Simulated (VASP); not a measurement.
# Ga2O3 (C2/m) in VASP: notebook, part 2 of 2

VASP 6.6.1. Earlier steps stand in the parts before.

### 5 Single point, PBE

Contents of INCAR:

```
PREC = Accurate
ENCUT = 650
EDIFF = 1E-7
ISMEAR = 0
SIGMA = 0.05
LREAL = False
LASPH = True
NELM = 100
ALGO = Normal
ISIF = 2
LWAVE = False
LCHARG = False
GGA = PE
NBANDS = 55
ADDGRID = False
```

Contents of KPOINTS:

```
Automatic mesh
0
Gamma
  4 4 2
```

Contents of POSCAR:

```
Ga2O3
1.0
    6.1070000000     -1.5185500000      0.0000000000
    6.1070000000      1.5185500000      0.0000000000
   -1.3859888959      0.0000000000      5.6300087380
Ga O
4 6
Direct
    0.3413400000      0.3413400000      0.6859800000
    0.6586600000      0.6586600000      0.3140200000
    0.9095000000      0.9095000000      0.2054000000
    0.0905000000      0.0905000000      0.7946000000
    0.5041000000      0.5041000000      0.7434000000
    0.4959000000      0.4959000000      0.2566000000
    0.8267000000      0.8267000000      0.4368000000
    0.1733000000      0.1733000000      0.5632000000
    0.8355000000      0.8355000000      0.8902000000
    0.1645000000      0.1645000000      0.1098000000
```

Potentials or basis: VASP PAW PBE potentials, release 64 (Ga_d, O).

Started as:

```sh
cat potpaw_PBE.64/Ga_d/POTCAR potpaw_PBE.64/O/POTCAR > POTCAR
mpirun -np 1 vasp_std > vasp.out
```

OUTCAR:

```text
PREC = Accurate
   ENCUT = 650
   EDIFF = 1E-7
   ISMEAR = 0
   LREAL = False
   LASPH = True
   NELM = 100
   ISIF = 2
   GGA = PE

 Found     14 irreducible k-points:

 Following reciprocal coordinates:
            Coordinates               Weight
  0.000000  0.000000  0.000000      1.000000
  0.250000  0.000000  0.000000      4.000000
  0.500000  0.000000  0.000000      2.000000
  0.250000  0.250000  0.000000      2.000000
  0.500000  0.250000  0.000000      4.000000
 -0.250000  0.250000  0.000000      2.000000
   k-points           NKPTS =     14   k-points in BZ     NKDIM =     14   number of bands    NBANDS=     55
   number of dos      NEDOS =    301   number of ions     NIONS =     10
   total plane-waves  NPLWV = 139968
   dimension x,y,z NGX =    54 NGY =   54 NGZ =   48
   dimension x,y,z NGXF=   108 NGYF=  108 NGZF=   96
   ions per type =               4   6
   NGX,Y,Z   is equivalent  to a cutoff of  14.27, 14.27, 13.76 a.u.
   NGXF,Y,Z  is equivalent  to a cutoff of  28.53, 28.53, 27.53 a.u.
 SYSTEM =  unknown system
   PREC   = accura    normal or accurate (medium, high low for compatibility)
   ISTART =      0    job   : 0-new  1-cont  2-samecut
   ICHARG =      2    charge: 1-file 2-atom 10-const
   ISPIN  =      1    spin polarized calculation?
   LNONCOLLINEAR =      F non collinear calculations
   LSORBIT =      F    spin-orbit coupling
   LASPH  =      T    aspherical Exc in radial PAW
   ENCUT  =  650.0 eV  47.77 Ry    6.91 a.u.  13.08 13.08 12.05*2*pi/ulx,y,z
   NELM   =    100;   NELMIN=  2; NELMDL= -5     # of ELM steps
   EDIFF  = 0.1E-06   stopping-criterion for ELM
   LREAL  =      F    real-space projection
   EDIFFG = 0.1E-05   stopping-criterion for IOM
   NSW    =      0    number of steps for IOM
   IBRION =     -1    ionic relax: 0-MD 1-quasi-New 2-CG
   NFREE  =      0    steps in history (QN), initial steepest desc. (CG)
   ISIF   =      2    stress and relaxation
   ISYM   =      2    0-nonsym 1-usesym 2-fastsym
   POTIM  = 0.5000    time-step for ionic-motion
   TEBEG  =    0.0;   TEEND  =   0.0 temperature during run
   PSTRESS=    0.0 pullay stress
   NELECT =      88.0000    total number of electrons
   NUPDOWN=      -1.0000    fix difference up-down
   EMIN   =  10.00;   EMAX   =-10.00  energy-range for DOS
   EFERMI =   0.00;   METHOD = LEGACY
   ISMEAR =     0;   SIGMA  =   0.05  broadening in eV -4-tet -1-fermi 0-gaus
   EFERMI_NEDOS =   21; number of points for ismear=-14 and -15
   IALGO  =     38    algorithm
   IMIX   =      4    mixing-type and parameters
     AMIX     =   0.40;   BMIX     =  1.00
     AMIX_MAG =   1.60;   BMIX_MAG =  1.00
  volume/ion in A,a.u.               =      10.44        70.47
  Fermi-wavevector in a.u.,A,eV,Ry     =   1.546335  2.922150 32.533613  2.391153
  Thomas-Fermi vector in A             =   2.651586
   LORBIT       =      0    0 simple, 1 ext, 2 COOP (PROOUT), +10 PAW based schemes
   GGA     = PE    functional components
   LHFCALC =     F    Hartree Fock is set to
   AEXX    =    0.0000 exact exchange contribution
   IVDW    =     0    specifies the selected vdW correction
   LEPSILON=     F    determine dielectric tensor
   LRPA    =     F    only Hartree local field effects (RPA)
 non-spin polarized calculation
 Gauss-broadening in eV      SIGMA  =   0.05
  energy-cutoff  :      650.00
  volume of cell :      104.42
 maximum number of plane-waves:      3962
 NGX is ok and might be reduce to    54
   NGX = 27   NGY = 27   NGZ = 25

 number of electron      88.0000001 magnetization

 Free energy of the ion-electron system (eV)
  ---------------------------------------------------
  ext. energy  EPLUGINS =         0.00000000
  ---------------------------------------------------
  free energy    TOTEN  =       -59.48782327 eV

  energy without entropy =      -59.48782327  energy(sigma->0) =      -59.48782327

 E-fermi :   4.2086     XC(G=0): -11.6419

 val. band max:        3.8956032202   @ k =   0.5000   0.5000   0.5000
 cond. band min:       6.3210541614   @ k =   0.0000   0.0000   0.0000
 fundamental gap:      2.4254509412
 Fermi energy:         4.2086265037

 k-point     1 :       0.0000    0.0000    0.0000
  band No.  band energies     occupation
      1     -15.0533      2.00000
      2     -13.8900      2.00000
      3     -13.8541      2.00000
      4     -13.7282      2.00000
      5     -13.2556      2.00000
      6     -13.2405      2.00000
[... 47 lines left out ...]
     54      16.2949      0.00000
     55      16.5968      0.00000

 k-point     2 :       0.2500    0.0000    0.0000
  band No.  band energies     occupation
      1     -14.6026      2.00000
      2     -13.8095      2.00000
      3     -13.7279      2.00000
      4     -13.5261      2.00000
      5     -13.2601      2.00000
      6     -13.2420      2.00000
[... 47 lines left out ...]
     54      14.6942      0.00000
     55      15.5209      0.00000

 k-point     3 :       0.5000    0.0000    0.0000
  band No.  band energies     occupation
      1     -13.9018      2.00000
      2     -13.7252      2.00000
      3     -13.6358      2.00000
      4     -13.5263      2.00000
      5     -13.2416      2.00000
      6     -13.2324      2.00000
[... 47 lines left out ...]
     54      15.3456      0.00000
     55      15.9747      0.00000

 k-point     4 :       0.2500    0.2500    0.0000
  band No.  band energies     occupation
      1     -14.9396      2.00000
      2     -14.1893      2.00000
      3     -13.8787      2.00000
      4     -13.5315      2.00000
      5     -13.2634      2.00000
      6     -13.2403      2.00000
[... 47 lines left out ...]
     54      16.2425      0.00000
     55      16.3937      0.00000

 k-point     5 :       0.5000    0.2500    0.0000
  band No.  band energies     occupation
      1     -14.4220      2.00000
      2     -14.1082      2.00000
      3     -13.7073      2.00000
      4     -13.4598      2.00000
      5     -13.2527      2.00000
      6     -13.2406      2.00000
[... 47 lines left out ...]
     54      14.9832      0.00000
     55      15.4445      0.00000

 k-point     6 :      -0.2500    0.2500    0.0000
  band No.  band energies     occupation
      1     -13.9043      2.00000
      2     -13.7048      2.00000
      3     -13.6603      2.00000
      4     -13.5195      2.00000
      5     -13.2433      2.00000
      6     -13.2310      2.00000
[... 47 lines left out ...]
     54      15.4736      0.00000
     55      15.9619      0.00000

 [... further k-points ...]

------------------------ aborting loop because EDIFF is reached ----------------------------------------

  FORCE on cell =-STRESS in cart. coord.  units (eV):
  Direction    XX          YY          ZZ          XY          YZ          ZX
  --------------------------------------------------------------------------------------
  -------------------------------------------------------------------------------------
  Total        6.1129688      6.9587541      6.1379617      0.0000000      0.0000000      0.0517767
  in kB       93.7921913    106.7692005     94.1756614      0.0000000      0.0000000      0.7944174
  external PRESSURE =      98.2456844 kB  Pullay stress =       0.0000000 kB

 VOLUME and BASIS-vectors are now :
 -----------------------------------------------------------------------------
  energy-cutoff  :      650.00
  volume of cell :      104.42
      direct lattice vectors                 reciprocal lattice vectors
     6.107000000 -1.518550000  0.000000000     0.081873260 -0.329261467  0.020155462
     6.107000000  1.518550000  0.000000000     0.081873260  0.329261467  0.020155462
    -1.385988896  0.000000000  5.630008738     0.000000000  0.000000000  0.177619618

 POSITION                                       TOTAL-FORCE (eV/Angst)
 -----------------------------------------------------------------------------------
      3.21837      0.00000      3.86207         0.028477      0.000000     -0.057685
      7.60965      0.00000      1.76794        -0.028477      0.000000      0.057685
     10.82395      0.00000      1.15640        -0.108631      0.000000     -0.073221
      0.00406      0.00000      4.47360         0.108631      0.000000      0.073221
      5.12673      0.00000      4.18535        -0.155786      0.000000     -0.051444
      5.70128      0.00000      1.44466         0.155786      0.000000      0.051444
      9.49191      0.00000      2.45919         0.025728      0.000000      0.031462
      1.33610      0.00000      3.17082        -0.025728      0.000000     -0.031462
      8.97099      0.00000      5.01183        -0.215167      0.000000      0.115765
      1.85702      0.00000      0.61817         0.215167      0.000000     -0.115765
 -----------------------------------------------------------------------------------
    total drift:                                0.000000     -0.000000      0.000000

  FREE ENERGIE OF THE ION-ELECTRON SYSTEM (eV)
  ---------------------------------------------------
  free  energy   TOTEN  =       -59.4878232739 eV

  energy  without entropy=      -59.4878232739  energy(sigma->0) =      -59.48782327
```

Wall time 1.9 min (1 thread of Intel Xeon 6975P-C (Granite Rapids), shared host); peak memory 0.39 GiB.

These settings aren't checked as converged: the numbers below hold their error.

What came out:

```
Free energy            : -59.4878 eV
Pressure               : 9.8 GPa
Largest force          : 0.244 eV/Å
Band gap on the k mesh : 2.43 eV, indirect (least direct gap 2.44 eV)
```

Caveat: the k mesh is coarse (spacing up to 0.56 Å⁻¹), so the values aren't converged.

### 6 Single point, PBE

Edit INCAR of step 5 so:

```diff
@@ -1,3 +1,3 @@
 PREC = Accurate
-ENCUT = 650
+ENCUT = 460
 EDIFF = 1E-7
```

Contents of KPOINTS:

```
Automatic mesh
0
Gamma
  5 5 3
```

POSCAR is that of step 5.

Potentials or basis: VASP PAW PBE potentials, release 64 (Ga_d, O).

Started as:

```sh
cat potpaw_PBE.64/Ga_d/POTCAR potpaw_PBE.64/O/POTCAR > POTCAR
mpirun -np 1 vasp_std > vasp.out
```

Wall time 1.8 min (1 thread of Intel Xeon 6975P-C (Granite Rapids), shared host); peak memory 0.32 GiB.

The run converged, but some of its settings lie outside the range that counts as converged, so its numbers aren't taken as properties of the crystal.

Results:

```yaml
Free_energy: -59.5180 eV
Pressure: 9.2 GPa
Largest_force: 0.243 eV/Å
Band_gap_on_the_k_mesh: 2.44 eV, direct
```

Caveat: the k mesh is coarse (spacing up to 0.43 Å⁻¹), so the values aren't converged; the cutoff is under 1.25 times the usual one of these potentials, so pressure, stress and relaxed cells hold a basis-set (Pulay) error.

### 7 For comparison

An earlier run on the cell as given: functional PBE; potentials or basis VASP PAW PBE potentials, release 64 (Ga_d, O); cutoff 520 eV; k mesh 9 × 9 × 5; occupations fermi-dirac, width 0.05 eV; no spin polarisation.

- Pressure: 10.2 GPa
- Largest force: 0.245 eV/Å
- Band gap on the k mesh: 2.42 eV, indirect (least direct gap 2.44 eV)
